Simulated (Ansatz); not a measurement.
Trial structure of Ta, not yet relaxed:

```
CELL_PARAMETERS angstrom
4.53268 0.00000 0.00000
-2.26634 3.92541 0.00000
0.00000 0.00000 3.02893
ATOMIC_POSITIONS crystal
Ta 0.33333 0.66667 0.27156
Ta 0.00000 0.00000 0.50000
Ta 0.66667 0.33333 0.72844
```

All numbers below come from Ansatz 0.2.0, DFT PBE, scalar-relativistic, plane waves, PAW. Cutoff 420 eV; k points 6×6×6 on the computed 3-atom cell (Γ-centred); Gaussian smearing, width 0.10 eV; no spin polarisation.

Energies count from the standard state of Ta at the same level.

Q: How far from equilibrium is it?

A: The pressure is 9.2 GPa (the mean over three directions, positive in compression), the largest force is 1.80 eV/Å, and the energy is +0.24 eV/atom against the standard state. The shortest distance is 2.71 Å.

Q: Is it a good guess?

A: A rough one: relaxing gains about 0.24 eV/atom (the start's value is from the coarse mesh, so the gain is rough) in 10 ionic steps and ends at 0.00 eV/atom on the finer mesh. The symmetry goes from P-3m1 (No. 164) to Im-3m (No. 229), and the primitive cell from 3 to 1 atom. The end has the bcc type. The volume per atom grows by 1.8 %, from 18.0 to 18.3 Å³. The shortest distance goes from 2.71 Å (Ta–Ta) to 2.87 Å (Ta–Ta). Conventional cell: a = 3.319 Å. Ta has 8 Ta at 2.87 Å and 6 Ta at 3.32 Å.

The last run used a 24×24×24 mesh for its 1-atom cell and Gaussian smearing of 0.10 eV. For metals, differences of a few meV/atom aren't resolved. Spin–orbit coupling, which can matter for Ta, is left out. The relaxation can't lower the symmetry of the start, and the grade says only how near the guess is to its own end. A structure relaxed within its symmetry needn't be a true minimum.
